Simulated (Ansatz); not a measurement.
# Si3N4 (P6_3/m):Ta_Si, thermodynamic levels from a 126-atom cell

Charge states of Ta_Si in Si3N4 (P6_3/m), set against the band edges. Model: a cell of 126 host atoms with 1 Si taken out and 1 Ta put in.

Program: Ansatz 0.2.0. Level of theory: place-levels on PBEsol runs: charge-transition levels and formation energies with image-charge correction and potential alignment at the atomic sites; PAW set soft_1. Results are calculated unless marked as measured.

## Step 1: The starting structure

The cell holds 126 atoms: 53 Si, 72 N and 1 Ta. Cell: a = 13.206 Å, b = 13.206 Å, c = 8.731 Å, α = 90.0°, β = 90.0°, γ = 120.0°. It derives from Si3N4 (space group P6_3/m). Nearest the centre at fractional (0.353, 0.473, 0.583): Ta44 at 0.00 Å, N62 at 1.73 Å, N113 at 1.74 Å, N71 at 1.74 Å, N67 at 1.74 Å, Si86 at 2.91 Å, Si2 at 2.91 Å, Si56 at 3.00 Å.

Known beforehand: the electronic dielectric constant, (4.29, 4.29, 4.37), and the static one, (8.29, 8.29, 8.25), from a response run on this crystal (DFPT, PBEsol) at that run's own cell.

The cell's shortest repeat is 8.7 Å.

## Step 2: What was run first

A transition level is the Fermi level at which two charge states cost the same, so each charge needs its own total energy, at its own relaxed structure.

Each atom starts 0.05 Å or so off its site in a random direction: a symmetric start keeps its symmetry, and would miss off-centre moves and Jahn–Teller distortions. Forces are taken at one point at (¼, ¼, ¼). The cell holds 1 electron more than the neutral one, with a uniform background that keeps it neutral on the whole.

The sampling was tested on the host first: at the k-points planned (1x1x1 shifted 0.25 0.25 0.25) its energy lies 0.000 eV an atom from the dense-mesh value, under the bound of 0.02 eV set for this test; that bounds the host's error, not the defect's.

One of the inputs; charge, spin and start change from state to state.

Input file qm1.relax/input.yaml:

```yaml
crystal:
  lattice:
    - [11.43668588, 6.60297367, 0.0]
    - [-11.43668588, 6.60297367, 0.0]
    - [0.0, 0.0, 2.91025578]
  atoms:
    - { symbol: Si, position: [0.01950046, 0.80655545, 0.75] }
    - { symbol: Si, position: [0.3528338, 0.47322211, 0.75] }
    - { symbol: Si, position: [0.68616713, 0.13988878, 0.75] }
    - { symbol: Si, position: [0.21294502, 0.01950046, 0.25] }
    - { symbol: Si, position: [0.54627835, 0.68616713, 0.25] }
    - { symbol: Si, position: [0.87961168, 0.3528338, 0.25] }
    - { symbol: Si, position: [0.13988878, 0.45372165, 0.25] }
    - { symbol: Si, position: [0.47322211, 0.12038832, 0.25] }
    - { symbol: Si, position: [0.80655545, 0.78705498, 0.25] }
    - { symbol: Si, position: [0.19344455, 0.21294502, 0.75] }
    - { symbol: Si, position: [0.52677789, 0.87961168, 0.75] }
    - { symbol: Si, position: [0.86011122, 0.54627835, 0.75] }
    - { symbol: Si, position: [0.12038832, 0.6471662, 0.75] }
    - { symbol: Si, position: [0.45372165, 0.31383287, 0.75] }
    - { symbol: Si, position: [0.78705498, 0.98049954, 0.75] }
    - { symbol: Si, position: [0.31383287, 0.86011122, 0.25] }
    - { symbol: Si, position: [0.6471662, 0.52677789, 0.25] }
    - { symbol: Si, position: [0.98049954, 0.19344455, 0.25] }
    - { symbol: "N", position: [0.0, 0.66666667, 0.75] }
    - { symbol: "N", position: [0.33333333, 0.33333333, 0.75] }
    - { symbol: "N", position: [0.66666667, 0.0, 0.75] }
    - { symbol: "N", position: [0.0, 0.33333333, 0.25] }
    - { symbol: "N", position: [0.33333333, 0.0, 0.25] }
    - { symbol: "N", position: [0.66666667, 0.66666667, 0.25] }
    - { symbol: "N", position: [0.21345843, 0.45653274, 0.75] }
    - { symbol: "N", position: [0.54679176, 0.12319941, 0.75] }
    - { symbol: "N", position: [0.8801251, 0.78986608, 0.75] }
    - { symbol: "N", position: [0.09025902, 0.8801251, 0.25] }
    - { symbol: "N", position: [0.42359235, 0.54679176, 0.25] }
    - { symbol: "N", position: [0.75692569, 0.21345843, 0.25] }
    - { symbol: "N", position: [0.12319941, 0.57640765, 0.25] }
    - { symbol: "N", position: [0.45653274, 0.24307431, 0.25] }
    - { symbol: "N", position: [0.78986608, 0.90974098, 0.25] }
    - { symbol: "N", position: [0.21013392, 0.09025902, 0.75] }
    - { symbol: "N", position: [0.54346726, 0.75692569, 0.75] }
    - { symbol: "N", position: [0.87680059, 0.42359235, 0.75] }
    - { symbol: "N", position: [0.1198749, 0.21013392, 0.25] }
    - { symbol: "N", position: [0.45320824, 0.87680059, 0.25] }
    - { symbol: "N", position: [0.78654157, 0.54346726, 0.25] }
    - { symbol: "N", position: [0.24307431, 0.78654157, 0.75] }
    - { symbol: "N", position: [0.57640765, 0.45320824, 0.75] }
    - { symbol: "N", position: [0.90974098, 0.1198749, 0.75] }
  supercell: [1, 1, 3]
  defects: [{ substitution: { at: 43, symbol: Ta } }]
total_charge: -1
basis:
  ecutwfc: 420
  xc_grid: 2
hamiltonian:
  xc: pbesol
  pseudopotentials: { kind: paw, azcp: { folder: soft_1 }, xc_functional: pbe }
kpoints:
  mp_grid: { grid: [1, 1, 1], shift: [0.25, 0.25, 0.25] }
scf:
  occupations: { method: fixed }
  max_iter: 60
output:
  forces: true
  charged_corrections: { epsilon: [4.29, 4.29, 4.37], static_epsilon: [8.29, 8.29, 8.25] }
relax:
  f_tol: 0.02
  max_steps: 80
  random_displacement: { amplitude: 0.05, seed: 4676 }
checkpoint:
  write: "../qm1.relax.run"
  compress: false
  write_wavefunctions: true
  write_every: 100000
```

On the command line:

```bash
> ansatz run input.yaml --threads 4 --pin off --max-ram 15073MiB --backend cpu --events-out ev --progress --plain --runs-dir out
```

The relaxed structure is kept and the sampling changed to a 2×2×2 shifted mesh.

The run of this state that the levels use, under PBEsol:

Input file qm1.point/input.yaml:

```yaml
crystal:
  checkpoint: "../qm1.relax.run"
  host: checkpoint
total_charge: -1
basis:
  ecutwfc: 420
  xc_grid: 2
hamiltonian:
  xc: pbesol
  pseudopotentials: { kind: paw, azcp: { folder: soft_1 }, xc_functional: pbe }
kpoints:
  mp_grid: { grid: [2, 2, 2], shift: [0.5, 0.5, 0.5] }
scf:
  occupations: { method: fermi_dirac, width: 0.01 }
  max_iter: 60
output:
  forces: true
  eigenvalues: true
  charged_corrections:
    epsilon: [4.29, 4.29, 4.37]
    static_epsilon: [8.29, 8.29, 8.25]
    defect_position: [0.352834, 0.473222, 0.583333]
  eigenstates: { localisation: true }
  populations: true
  band_densities: [{ bands: [v1, v1] }, { bands: [c1, c1] }]
  write_density: true
  write_potential: true
  volumetric_format: npy
checkpoint:
  read: "../qm1.relax.run"
  write: "../qm1.point.run"
  compress: false
  write_wavefunctions: false
  write_every: 100000
```

Relaxations under PBEsol at one point at (¼, ¼, ¼); times on 4 threads of Arm Neoverse V1, shared host:

| charge | moment (μB) | occupations | outcome | steps | largest displacement against the far atoms (Å) | time |
| --- | --- | --- | --- | --- | --- | --- |
| −1 | 0 | fixed | converged | 14 | 0.38 | 6.6 min |
| 0 | 1 | fixed | converged | 8 | 0.27 | 8 min |
| +1 | 0 | fixed | converged | 6 | 0.21 | 3.1 min |
| −1 | 2 | fixed | converged | 10 | 0.38 | 9.3 min |

Single points under PBEsol at a 2×2×2 shifted mesh; times on 4 threads of Arm Neoverse V1, shared host:

```
charge  moment (μB)  occupations    outcome     time
    −1            0  fermi-dirac  converged  3.6 min
     0            1  fermi-dirac  converged  7.7 min
    +1            0  fermi-dirac  converged  3.5 min
    −1            2  fermi-dirac  converged  8.7 min
```

Distances (Å) from Ta44 to the nearest atoms after relaxation with PBEsol:

```csv
charge,moment (μB),1.,2.,3.,4.,5.,6.
−1,0,N 1.92,N 1.92,N 1.99,N 2.10,N 2.57,Si 2.78
−1,2,N 1.96,N 1.99,N 1.99,N 2.11,N 2.55,Si 2.81
0,1,N 1.92,N 1.92,N 1.96,N 2.02,N 2.69,Si 2.95
+1,0,N 1.90,N 1.90,N 1.91,N 1.92,N 2.84,Si 2.97
```

## Step 3: Levels against the band edges, PBEsol

A charged cell interacts with its images and the background, and its potential has another zero than the host's. place-levels removes the first by a point-charge model, screened by the static dielectric constant since the ions have relaxed around the charge, and the second by comparing potentials at atoms far from the defect.

The host is a run of the defect-free crystal in the same cutoffs, grids and k-points, so that basis and sampling errors cancel in part in the differences. Its band edges come from a run of the primitive cell that searches the zone for them. The host is run in a cell of 42 atoms on a matching mesh. Chemical potentials are energies per atom of Si (diamond) and Ta (bcc), run with the same functional and cutoff.

Input file levels.point.yaml:

```yaml
host:
  run: host.point.run
  levels_from: { run: edges.point.run }
states: [qm1.point.run, q0_M1.point.run, qp1.point.run, qm1_M2.point.run]
geometry_from:
  qm1.point.run: qm1.relax.run
  q0_M1.point.run: q0_M1.relax.run
  qp1.point.run: qp1.relax.run
  qm1_M2.point.run: qm1_M2.relax.run
  host.point.run: host.relax.run
chemical_potentials:
  Si:
    energy: -621.49341
    dataset: <sha256 of the dataset>
  Ta:
    energy: -9807.402848
    dataset: "<sha256 of the dataset>"
epsilon: [4.29, 4.29, 4.37]
static_epsilon: [8.29, 8.29, 8.25]
vertical:
  - { from: qm1.point.run, to: qm1.point_neutral.run }
  - { from: qp1.point.run, to: qp1.point_neutral.run }
  - { from: qm1_M2.point.run, to: qm1_M2.point_neutral.run }
```

On the command line:

```bash
> ansatz place-levels levels.point.yaml -- --threads 4 --pin off --max-ram 15073MiB
```

Numbers of over 12 decimals in the logs are rounded to 6 here.

The log of the run:

```text
[... repeated set-up lines and file paths are left out, and long positions are rounded to six places ...]
(+1/0) 2.402 eV above the valence edge, 1.784 eV under the conduction edge
(0/-1) 3.287 eV above the valence edge, 0.900 eV under the conduction edge
formation energy of charge +1: +0.671 eV with the Fermi level at the valence edge
formation energy of charge 0: +3.073 eV with the Fermi level at the valence edge
formation energy of charge -1: +6.360 eV with the Fermi level at the valence edge
vertical -1 to 0: no energy, since no alignment is typed
  the change from vertical[0].from (qm1.point.run) to vertical[0].to (qm1.point_neutral.run): by its potential at epsilon [4.29, 4.29, 4.37] it stands at 0.460 0.547 0.583, with an rms radius of about 2.3 Å (1.5 1.5 1.0 Å across the planes of the cell's [...]
vertical +1 to 0: no energy, since no alignment is typed
  the change from vertical[1].from (qp1.point.run) to vertical[1].to (qp1.point_neutral.run): by its potential at epsilon [4.29, 4.29, 4.37] it stands at 0.390 0.496 0.583, with an rms radius of about 2.1 Å (1.4 1.2 1.1 Å across the planes of the cell's [...]
vertical -1 to 0: no energy, since no alignment is typed
  the change from vertical[2].from (qm1_M2.point.run) to vertical[2].to (qm1_M2.point_neutral.run): by its potential at epsilon [4.29, 4.29, 4.37] it stands at 0.396 0.483 0.584, with an rms radius of about 2.2 Å (1.3 1.0 1.4 Å across the planes of the cell's [...]
  edges by pbesol of host.levels_from (edges.point.run), its mesh sampled to repeats of 26.19 Å (the valence edge +0.130 eV and the conduction edge -0.336 eV from those of the host's own run), gap 4.186 eV; the host is sampled to repeats of 26.41 Å
  the defect's cells are sampled to repeats of 26.41 Å, like sampling
  charge +1: -70157.7489 eV with its correction of +0.379 eV, at epsilon [8.29, 8.29, 8.25], aligned at sites: +0.1606 eV, mean over 89 atomic sites at or beyond 4.37 Å from the defect at [0.3528, 0.4732, 0.5833], with +0.007753 for the charge's moments and [...]
  charge 0: +0.000 eV for its dipole among its images, +0.001 omitted
  charge -1: -70135.8163 eV with its correction of +0.007 eV, at epsilon [8.29, 8.29, 8.25], aligned at sites: +0.2113 eV, mean over 89 atomic sites at or beyond 4.37 Å from the defect at [0.3528, 0.4732, 0.5833], with +0.001534 for the charge's moments and [...]
  charge -1: states[3] (qm1_M2.point.run) stands 0.127 eV higher, with a moment of 2.00 μB against 0.00
  of states[1] (q0_M1.point.run): stability_check_not_made
  of states[3] (qm1_M2.point.run): stability_check_not_made
  of vertical[2].from (qm1_M2.point.run): stability_check_not_made
  of vertical[2].to (qm1_M2.point_neutral.run): it set out from the moments of a save, which an earlier run chose (saved_moments_taken)
```

The job ended after 0.71 s (4 threads of Arm Neoverse V1, shared host).

Levels between the charges placed, in eV above the valence top:

```
        gap (eV)  (+1/0)  (0/−1)
PBEsol      4.19    2.40    3.29
```

Corrections by state:

```
charge  moment (μB)  image terms and alignment (eV)  band filling (eV)                               ε used  over the lowest of its charge, as the program ranks them, band filling apart (eV)
    +1          0.0                           0.379                  -  principal values (8.25, 8.29, 8.29)                                                                              0.000
     0          1.0                           0.000                  -                                    -                                                                              0.000
    −1          0.0                           0.007                  -  principal values (8.25, 8.29, 8.29)                                                                              0.000
    −1          2.0                           0.018                  -  principal values (8.25, 8.29, 8.29)                                                                              0.127
```

The charged structures listed were also run neutral, and place-levels reads from each pair, by the potential or the spins, how wide the charge is by which they differ; that can be the carrier of either run.

| charge | rms radius (Å) | spread where it is widest against the cell (Å) | wide from (Å) | reading |
| --- | --- | --- | --- | --- |
| +1 | 2.1 | 1.13 | 1.51 | narrow |
| −1 | 2.3 | 1.49 | 1.98 | narrow |

The neutral runs of these pairs need not share the spin of the lowest neutral state, and very wide values only mean spread over the cell.

From the program's caveats on the states, each cut to its opening words:

- charge 0 (1 μB), −1 (2 μB): flagged: stability check not made

The host's formation energy from the elements is -1.218 eV per atom; it sets how far the chemical potentials can move.

Limit set by the element alone; other compounds of these elements are not counted. Chemical potentials from the elements' reference states: N 0.00 eV, Si -2.84 eV, Ta 0.00 eV. Formation energies (N-rich), with the Fermi level at the valence top and at the conduction bottom (gap 4.19 eV):

| charge | at valence top (eV) | at conduction bottom (eV) | correction included (eV) |
| --- | --- | --- | --- |
| +1 | -2.17 | 2.02 | 0.38 |
| 0 | 0.23 | 0.23 | 0.00 |
| −1 | 3.52 | -0.67 | 0.01 |

```csv
Fermi level (eV),lowest formation energy (eV)
0.00,-2.17
0.38,-1.79
0.76,-1.41
1.14,-1.03
1.52,-0.65
1.90,-0.27
2.28,0.11
2.67,0.23
3.05,0.23
3.43,0.09
3.81,-0.29
4.19,-0.67
```

Limit set by the element alone; other compounds of these elements are not counted. Chemical potentials from the elements' reference states: Si 0.00 eV, N -2.13 eV, Ta 0.00 eV. Formation energy by charge state (Si-rich; gap 4.19 eV):

```
charge  at valence top (eV)  at conduction bottom (eV)  correction included (eV)
    +1                 0.67                       4.86                      0.38
     0                 3.07                       3.07                      0.00
    −1                 6.36                       2.17                      0.01
```

```csv
Fermi level (eV),lowest formation energy (eV)
0.00,0.67
0.38,1.05
0.76,1.43
1.14,1.81
1.52,2.19
1.90,2.57
2.28,2.96
2.67,3.07
3.05,3.07
3.43,2.93
3.81,2.55
4.19,2.17
```

## Step 4: The same at the relaxations' own k-points

The relaxations' own energies give the levels at their sampling, for comparison.

Input file levels.relax_mesh.yaml:

```yaml
host:
  run: host.relax.run
  levels_from: { run: edges.relax.run }
states: [qm1.relax.run, q0_M1.relax.run, qp1.relax.run, qm1_M2.relax.run]
chemical_potentials:
  Si:
    energy: -621.49341
    dataset: <sha256 of the dataset>
  Ta:
    energy: -9807.402848
    dataset: "<sha256 of the dataset>"
```

On the command line:

```bash
> ansatz place-levels levels.relax_mesh.yaml -- --threads 4 --pin off --max-ram 15073MiB
```

The log of the run:

```text
(+1/0) 2.400 eV above the valence edge, 1.786 eV under the conduction edge
(0/-1) 3.285 eV above the valence edge, 0.901 eV under the conduction edge
formation energy of charge +1: +0.670 eV with the Fermi level at the valence edge
formation energy of charge 0: +3.070 eV with the Fermi level at the valence edge
formation energy of charge -1: +6.356 eV with the Fermi level at the valence edge
  edges by pbesol of host.levels_from (edges.relax.run), its mesh sampled to repeats of 26.19 Å (the valence edge +0.231 eV and the conduction edge -0.359 eV from those of the host's own run), gap 4.186 eV; the host is sampled to repeats of 15.83 Å
[... the lines on each state left out ...]
```

Run time: 0.23 s. Hardware: 4 threads.

Levels between neighbouring charges, in eV above the valence top:

```
                        gap (eV)  (+1/0)  (0/−1)
one point at (¼, ¼, ¼)      4.19    2.40    3.29
  a 2×2×2 shifted mesh      4.19    2.40    3.29
```

Going from one point at (¼, ¼, ¼) to a 2×2×2 shifted mesh moves the levels that carry no band-filling term by up to 0.00 eV and formation energies against the elements by up to 0.00 eV.

## Step 5: Outcome

| Quantity | Value |
| --- | --- |
| gap of the host | 4.19 eV (PBEsol) |
| level (plus 1/0) | 2.40 eV above the valence top |
| level (0/minus 1) | 3.29 eV above the valence top |
| lowest of the charges placed, just above the valence top (0.02 eV) | +1 |
| lowest of the charges placed, just below the conduction bottom (0.02 eV) | −1 |
| lowest formation energy at mid-gap of the charges run, N-rich | -0.08 eV |
| lowest formation energy at mid-gap of the charges run, Si-rich | 2.76 eV |

Of the charges placed (−1, 0 and +1), the lowest changes at 2.40 eV (+1/0) and 3.29 eV (0/−1) above the valence top, in a gap of 4.19 eV. Charges above +1 and below −1 were not placed, so these runs say nothing of levels that involve them. States placed: +1 at 0 μB; 0 at 1 μB; −1 at 0 μB and 2 μB. Other spin states or structures, where not listed, weren't placed. Ta is taken at its element; compounds, which aren't counted here, bound the chemical potentials and would shift these formation energies. Going from one point at (¼, ¼, ¼) to a 2×2×2 shifted mesh moves the levels that carry no band-filling term by up to 0.00 eV and formation energies against the elements by up to 0.00 eV. Limits: the images are only 8.7 Å apart; PBEsol makes the gap too small and tends to spread out bound carriers; where a gas molecule sets a chemical potential or the host's formation energy, its binding is uncorrected; spin–orbit coupling, which can matter with heavy atoms, is left out.

[Logs are printed without paths, hosts, clocks, repeated set-up lines and the standing remarks that a program may print on its own settings, such as how far it seeks lower states.]

[Hosts, paths, dates, database ids (printed as entryN), source tags and the programs' standing remarks are cut or masked in the printed files.]

[Where a table of states has a column of steps, it counts the stored structures, which are thinned; the runs took as many ionic steps or more.]

[A defect's name tells the site on which it was built; relaxed atoms can leave that site.]

[For some hosts the program warned that the k-mesh of the response run may be too coarse for force constants and the static dielectric constant; such warnings are not shown here.]
